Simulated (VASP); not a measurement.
A run of VASP 6.6.1 is set up as follows.

Contents of INCAR:

```
PREC     = Accurate       # precision mode
ENCUT    = 520            # plane-wave cutoff, eV
EDIFF    = 1E-6           # SCF threshold, eV
ISMEAR   = 0              # smearing method
SIGMA    = 0.02           # smearing width, eV
LREAL    = False          # projectors in reciprocal space
LASPH    = True           # aspherical terms in the spheres
NELM     = 60             # most SCF steps
ALGO     = Fast           # electronic algorithm
ISIF     = 2              # what is computed and relaxed
LWAVE    = False          # write WAVECAR
LCHARG   = False          # write CHGCAR
GGA      = PS             # functional
NBANDS   = 11             # bands
```

The input KPOINTS:

```
Automatic mesh
0
Gamma
  12 12 12
```

Contents of POSCAR:

```
Si
1.0
    0.0000000000      2.6532026038      2.6532026038
    2.6532026038      0.0000000000      2.6532026038
    2.6532026038      2.6532026038      0.0000000000
Si
2
Direct
    0.7500000000      0.7500000000      0.7500000000
    0.5000000000      0.5000000000      0.5000000000
```

Potentials or basis: VASP PAW PBE potentials, release 64 (Si).

Command:

```bash
$ cat potpaw_PBE.64/Si/POTCAR > POTCAR
$ mpirun -np 1 vasp_std > vasp.out
```

**Question.** Estimate the band gap on the k mesh.

**Answer.** 0.32 eV, indirect (least direct gap 2.54 eV).

**Question.** Predict the pressure.

**Answer.** 7.9 GPa.

Caveat: the PAW data sets were made with another functional, which shifts forces and pressure a little. Expect the measured gap to be larger: semilocal functionals such as PBEsol lack the derivative discontinuity.
